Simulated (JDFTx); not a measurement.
# BAs (F-43m) in JDFTx: further runs

Runs on BAs. Level: r2SCAN. Tasks: equation of state.

Program: JDFTx 1.7.0 (patched build). These are calculated values, not measurements. Logs are shortened: lines on timing, memory, paths and dates and some standing lists are left out, and cuts for length are marked. The log counts tension as positive stress, the text compression.

**Experimental background.**

“Basic Physical Properties of Cubic Boron Arsenide”, 2019, arxiv:1911.11281 quotes, for a bulk crystal of BAs: bulk modulus 148 GPa.

The results are compared with them further down.

**1. Starting point**

The structure is cubic, space group F-43m (No. 216). Conventional cell: a = 4.777 Å, b = 4.777 Å, c = 4.777 Å, α = 90.00°, β = 90.00°, γ = 90.00°. As (site symmetry -43m) is surrounded by 4 B at 2.07 Å. B (site symmetry -43m) is surrounded by 4 As at 2.07 Å.

**2. Equation of state, r2SCAN, 12.81 Å³/atom (volume scaled by 0.94)**

BAs.in

```
lattice \
    0.0000000000     4.4214704876     4.4214704876 \
    4.4214704876     0.0000000000     4.4214704876 \
    4.4214704876     4.4214704876     0.0000000000
coords-type Lattice
ion As     0.7500000000     0.7500000000     0.7500000000 1
ion B      0.0000000000     0.0000000000     0.0000000000 1

ion-species pseudo/As.upf
ion-species pseudo/B.upf
elec-cutoff 40 320
elec-ex-corr mgga-x-r2scan mgga-c-r2scan
kpoint-folding 10 10 10
elec-smearing Fermi 0.0018374661
elec-n-bands 9
electronic-SCF nIterations 100 energyDiffThreshold 1e-09
electronic-minimize nIterations 30 energyDiffThreshold 1e-7
forces-output-coords Cartesian

dump-name run.$VAR
dump End Ecomponents EigStats BandEigs Kpoints Forces Stress
```

Potentials or basis: SG15-PBE-1.2 with smoothed tails.

Command:

```bash
$ jdftx -c 1 -i BAs.in -o BAs.out
```

What it wrote:

```text
*************** JDFTx 1.7.0 (patched build) ***************

Input parsed successfully to the following command list (including defaults):
[... the input with its defaults ...]

---------- Setting up symmetries ----------

Found 48 point-group symmetries of the bravais lattice
Found 24 space-group symmetries with basis
Applied RMS atom displacement 0 bohrs to make symmetries exact.

---------- Initializing the Grid ----------
R =
[            0      4.42147      4.42147  ]
[      4.42147            0      4.42147  ]
[      4.42147      4.42147            0  ]
unit cell volume = 172.874
G =
[  -0.710531   0.710531   0.710531  ]
[   0.710531  -0.710531   0.710531  ]
[   0.710531   0.710531  -0.710531  ]
Minimum fftbox size, Smin = [  52  52  52  ]
Chosen fftbox size, S = [  54  54  54  ]

---------- Initializing tighter grid for wavefunction operations ----------
R =
[            0      4.42147      4.42147  ]
[      4.42147            0      4.42147  ]
[      4.42147      4.42147            0  ]
unit cell volume = 172.874
G =
[  -0.710531   0.710531   0.710531  ]
[   0.710531  -0.710531   0.710531  ]
[   0.710531   0.710531  -0.710531  ]
Minimum fftbox size, Smin = [  36  36  36  ]
Chosen fftbox size, S = [  36  36  36  ]

---------- Exchange Correlation functional ----------
Initialized LibXC exchange functional 'Re-regularized SCAN exchange by Furness et al'
Initialized LibXC correlation functional 'Re-regularized SCAN correlation by Furness et al'

---------- Setting up pseudopotentials ----------
Width of ionic core gaussian charges (only for fluid interactions / plotting) set to 0

Reading pseudopotential file 'pseudo/As.upf':
  'As' pseudopotential, 'PBE' functional
  Generated using ONCVPSP code by D. R. Hamann
  5 valence electrons, 0 orbitals, 6 projectors, 602 radial grid points, with lMax = 2
  Core radius for overlap checks: 2.53 bohrs.

Reading pseudopotential file 'pseudo/B.upf':
  'B' pseudopotential, 'PBE' functional
  Generated using ONCVPSP code by D. R. Hamann
  3 valence electrons, 0 orbitals, 4 projectors, 602 radial grid points, with lMax = 1
  Core radius for overlap checks: 1.60 bohrs.

Initialized 2 species with 2 total atoms.

Folded 1 k-points by 10x10x10 to 1000 k-points.

---------- Setting up k-points, bands, fillings ----------
Adding inversion symmetry to k-mesh for non-inversion-symmetric unit cell.
Reduced to 47 k-points under symmetry.
Computing the number of bands and number of electrons
Calculating initial fillings.
nElectrons:   8.000000   nBands: 9   nStates: 47

----- Setting up reduced wavefunction bases (one per k-point) -----
average nbasis = 2087.965 , ideal nbasis = 2088.883

---------- Setting up ewald sum ----------
Optimum gaussian width for ewald sums = 2.008155 bohr.
Real space sum over 1331 unit cells with max indices [  5  5  5  ]
Reciprocal space sum over 2197 terms with max indices [  6  6  6  ]

---------- Allocating electronic variables ----------
Initializing wave functions:  (No orbitals for LCAO)  bandwidth-limited random numbers

Setting the auxilliary hamiltonian equal to the subspace hamiltonian.

-------- Electronic minimization -----------
Will mix electronic and kinetic density at each iteration.
	FillingsUpdate:  mu: +0.495986564  nElectrons: 8.000000
	FillingsUpdate:  mu: +0.281935699  nElectrons: 8.000000
SCF: Cycle:  0   F: -9.074784381154142   dF: -2.184e+00   |Residual|: 6.175e-01   |deigs|: 2.075e-01
	FillingsUpdate:  mu: +0.300000000  nElectrons: 8.000000
SCF: Cycle:  1   F: -9.131421221021180   dF: -5.664e-02   |Residual|: 4.162e-01   |deigs|: 3.598e-02
	FillingsUpdate:  mu: +0.382145618  nElectrons: 8.000000
SCF: Cycle:  2   F: -9.162612460907489   dF: -3.119e-02   |Residual|: 1.867e-01   |deigs|: 7.207e-02
	FillingsUpdate:  mu: +0.370829249  nElectrons: 8.000000
SCF: Cycle:  3   F: -9.169988812451347   dF: -7.376e-03   |Residual|: 7.244e-02   |deigs|: 1.143e-02
	FillingsUpdate:  mu: +0.368913380  nElectrons: 8.000000
SCF: Cycle:  4   F: -9.171309851419746   dF: -1.321e-03   |Residual|: 1.081e-02   |deigs|: 2.227e-03
	FillingsUpdate:  mu: +0.369215769  nElectrons: 8.000000
SCF: Cycle:  5   F: -9.171342081388142   dF: -3.223e-05   |Residual|: 3.257e-03   |deigs|: 3.645e-04
	FillingsUpdate:  mu: +0.369483759  nElectrons: 8.000000
SCF: Cycle:  6   F: -9.171344526487543   dF: -2.445e-06   |Residual|: 1.017e-03   |deigs|: 2.438e-04
	FillingsUpdate:  mu: +0.369520005  nElectrons: 8.000000
SCF: Cycle:  7   F: -9.171344594166619   dF: -6.768e-08   |Residual|: 1.347e-04   |deigs|: 3.491e-05
	FillingsUpdate:  mu: +0.369527913  nElectrons: 8.000000
SCF: Cycle:  8   F: -9.171344609280762   dF: -1.511e-08   |Residual|: 1.313e-04   |deigs|: 2.232e-05
	FillingsUpdate:  mu: +0.369517699  nElectrons: 8.000000
SCF: Cycle:  9   F: -9.171344613420608   dF: -4.140e-09   |Residual|: 1.173e-05   |deigs|: 2.423e-05
	FillingsUpdate:  mu: +0.369519032  nElectrons: 8.000000
SCF: Cycle: 10   F: -9.171344613570790   dF: -1.502e-10   |Residual|: 1.122e-05   |deigs|: 6.340e-06
	FillingsUpdate:  mu: +0.369518097  nElectrons: 8.000000
SCF: Cycle: 11   F: -9.171344613629621   dF: -5.883e-11   |Residual|: 1.181e-06   |deigs|: 5.001e-06
SCF: Converged (|Delta E|<1.000000e-09 for 2 iters).

Setting wave functions to eigenvectors of Hamiltonian

# Stress tensor in Cartesian coordinates [Eh/a0^3]:
[ -0.000402642            0            0  ]
[            0 -0.000402642            0  ]
[            0            0 -0.000402642  ]

# Ionic positions in lattice coordinates:
ion As   0.750000000000000   0.750000000000000   0.750000000000000 1
ion B   0.000000000000000   0.000000000000000   0.000000000000000 1

# Forces in Cartesian coordinates:
force As  -0.000000000000000  -0.000000000000000  -0.000000000000000 1
force B   0.000000000000000  -0.000000000000000   0.000000000000000 1

# Energy components:
   Eewald =      -10.1744086116462782
       EH =        0.6025217508605900
     Eloc =       -2.6043391029862062
      Enl =        1.5497696155824470
      Exc =       -2.7307801964536402
       KE =        4.1858919329402458
-------------------------------------
     Etot =       -9.1713446117028425
       TS =        0.0000000019267796
-------------------------------------
        F =       -9.1713446136296213

IonicMinimize: Iter:   0  F: -9.171344613629621  |grad|_K:       -nan
IonicMinimize: None of the convergence criteria satisfied after 0 iterations.

Dumping 'run.eigStats' ...
	eMin: -0.272463 at state 0 ( [ +0.000000 +0.000000 +0.000000 ] spin 0 )
	HOMO: +0.347565 at state 0 ( [ +0.000000 +0.000000 +0.000000 ] spin 0 )
	mu  : +0.369518
	LUMO: +0.392755 at state 27 ( [ +0.000000 +0.400000 +0.400000 ] spin 0 )
	eMax: +0.877696 at state 30 ( [ +0.000000 +0.500000 +0.500000 ] spin 0 )
	HOMO-LUMO gap: +0.045191
	Optical gap  : +0.128566 at state 0 ( [ +0.000000 +0.000000 +0.000000 ] spin 0 )
Done!
[note: mu as printed may lie anywhere between the filled and the empty levels]
```

It took 2.1 min on 1 thread of AMD EPYC 7R43 (Zen 3), shared host; peak memory 0.13 GiB.

What came out:

```
Free energy            : -249.5650 eV
Pressure               : 11.8 GPa
Band gap on the k mesh : 1.23 eV, indirect (least direct gap 3.50 eV)
```

Caveat: the potentials were made for another functional, which shifts forces and pressure.

**3. Equation of state, r2SCAN, 13.08 Å³/atom (volume scaled by 0.96)**

Edit BAs.in of step 2 so:

```diff
@@ -1,5 +1,5 @@
 lattice \
-    0.0000000000     4.4214704876     4.4214704876 \
-    4.4214704876     0.0000000000     4.4214704876 \
-    4.4214704876     4.4214704876     0.0000000000
+    0.0000000000     4.4526086295     4.4526086295 \
+    4.4526086295     0.0000000000     4.4526086295 \
+    4.4526086295     4.4526086295     0.0000000000
 coords-type Lattice
```

Potentials or basis: SG15-PBE-1.2 with smoothed tails.

Command:

```bash
$ jdftx -c 1 -i BAs.in -o BAs.out
```

It took 2.5 min on 1 thread of AMD EPYC 7R43 (Zen 3), shared host; peak memory 0.13 GiB.

Results (log left out):

```yaml
Free_energy: -249.5990 eV
Pressure: 8.2 GPa
Band_gap_on_the_k_mesh: 1.25 eV, indirect (least direct gap 3.47 eV)
```

Caveat: the potentials were made for another functional, which shifts forces and pressure.

**4. Equation of state, r2SCAN, 13.35 Å³/atom (volume scaled by 0.98)**

Edit BAs.in of step 3 so:

```diff
@@ -1,5 +1,5 @@
 lattice \
-    0.0000000000     4.4526086295     4.4526086295 \
-    4.4526086295     0.0000000000     4.4526086295 \
-    4.4526086295     4.4526086295     0.0000000000
+    0.0000000000     4.4833172456     4.4833172456 \
+    4.4833172456     0.0000000000     4.4833172456 \
+    4.4833172456     4.4833172456     0.0000000000
 coords-type Lattice
```

Command:

```bash
$ jdftx -c 1 -i BAs.in -o BAs.out
```

It took 2.5 min on 1 thread of AMD EPYC 7R43 (Zen 3), shared host; peak memory 0.13 GiB.

The run converged. Its results:

```
Free energy            : -249.6213 eV
Pressure               : 4.9 GPa
Band gap on the k mesh : 1.27 eV, indirect (least direct gap 3.44 eV)
```

Caveat: the potentials were made for another functional, which shifts forces and pressure.

**5. Equation of state, r2SCAN, 13.63 Å³/atom**

Edit BAs.in of step 4 so:

```diff
@@ -1,5 +1,5 @@
 lattice \
-    0.0000000000     4.4833172456     4.4833172456 \
-    4.4833172456     0.0000000000     4.4833172456 \
-    4.4833172456     4.4833172456     0.0000000000
+    0.0000000000     4.5136108487     4.5136108487 \
+    4.5136108487     0.0000000000     4.5136108487 \
+    4.5136108487     4.5136108487     0.0000000000
 coords-type Lattice
```

Command:

```bash
$ jdftx -c 1 -i BAs.in -o BAs.out
```

Wall time 2.5 min (1 thread of AMD EPYC 7R43 (Zen 3), shared host); peak memory 0.13 GiB.

The run converged. Its results:

```
Free energy            : -249.6329 eV
Pressure               : 2.0 GPa
Band gap on the k mesh : 1.29 eV, indirect (least direct gap 3.42 eV)
```

Caveat: the potentials were made for another functional, which shifts forces and pressure.

**6. Equation of state, r2SCAN, 13.90 Å³/atom (volume scaled by 1.02)**

Edit BAs.in of step 5 so:

```diff
@@ -1,5 +1,5 @@
 lattice \
-    0.0000000000     4.5136108487     4.5136108487 \
-    4.5136108487     0.0000000000     4.5136108487 \
-    4.5136108487     4.5136108487     0.0000000000
+    0.0000000000     4.5435031824     4.5435031824 \
+    4.5435031824     0.0000000000     4.5435031824 \
+    4.5435031824     4.5435031824     0.0000000000
 coords-type Lattice
```

Potentials or basis: SG15-PBE-1.2 with smoothed tails.

Command:

```bash
$ jdftx -c 1 -i BAs.in -o BAs.out
```

Wall time 2.8 min (1 thread of AMD EPYC 7R43 (Zen 3), shared host); peak memory 0.13 GiB.

It converged, with:

| Property | Result |
| --- | --- |
| Free energy | -249.6349 eV |
| Pressure | -0.7 GPa |
| Band gap on the k mesh | 1.30 eV, indirect (least direct gap 3.39 eV) |

Caveat: the potentials were made for another functional, which shifts forces and pressure.

**7. Equation of state, r2SCAN, 14.17 Å³/atom (volume scaled by 1.04)**

Edit BAs.in of step 6 so:

```diff
@@ -1,5 +1,5 @@
 lattice \
-    0.0000000000     4.5435031824     4.5435031824 \
-    4.5435031824     0.0000000000     4.5435031824 \
-    4.5435031824     4.5435031824     0.0000000000
+    0.0000000000     4.5730072765     4.5730072765 \
+    4.5730072765     0.0000000000     4.5730072765 \
+    4.5730072765     4.5730072765     0.0000000000
 coords-type Lattice
```

Command:

```bash
$ jdftx -c 1 -i BAs.in -o BAs.out
```

It took 3.3 min on 1 thread of AMD EPYC 7R43 (Zen 3), shared host; peak memory 0.15 GiB.

It converged, with:

* Free energy: -249.6282 eV
* Pressure: -3.2 GPa
* Band gap on the k mesh: 1.32 eV, indirect (least direct gap 3.37 eV)

Caveat: the potentials were made for another functional, which shifts forces and pressure.

**8. Equation of state, r2SCAN, 14.44 Å³/atom (volume scaled by 1.06)**

Edit BAs.in of step 7 so:

```diff
@@ -1,5 +1,5 @@
 lattice \
-    0.0000000000     4.5730072765     4.5730072765 \
-    4.5730072765     0.0000000000     4.5730072765 \
-    4.5730072765     4.5730072765     0.0000000000
+    0.0000000000     4.6021354968     4.6021354968 \
+    4.6021354968     0.0000000000     4.6021354968 \
+    4.6021354968     4.6021354968     0.0000000000
 coords-type Lattice
```

Command:

```bash
$ jdftx -c 1 -i BAs.in -o BAs.out
```

Run time: 2.8 min. Hardware: 1 thread of AMD EPYC 7R43 (Zen 3), shared host; peak memory 0.15 GiB.

The run converged. Its results:

```
Free energy            : -249.6136 eV
Pressure               : -5.4 GPa
Band gap on the k mesh : 1.34 eV, indirect (least direct gap 3.34 eV)
```

Caveat: the potentials were made for another functional, which shifts forces and pressure.

**9. Equation of state, r2SCAN**

Potentials or basis: SG15-PBE-1.2 with smoothed tails.

This step only gathers the single runs of the series.

Results:

- Equilibrium volume: 13.82 Å³/atom
- Bulk modulus: 134 GPa
- Pressure derivative of the bulk modulus: 4.0

Energy against volume, from the lowest point:
```
volume (Å³/atom)  energy (meV/atom)
          12.809              34.96
          13.081              17.95
          13.354               6.81
          13.626               1.00
          13.899               0.00
          14.171               3.36
          14.444              10.66
```

Caveat: the potentials were made for another functional, which shifts forces and pressure.

**10. How close it comes**

Step 9. Measured bulk modulus of BAs: 148 GPa (quoted in “Basic Physical Properties of Cubic Boron Arsenide”, 2019, arxiv:1911.11281). This calculation gives 134 GPa (-9.8 %). The fit is for a static lattice scaled at fixed shape and fixed fractional positions.
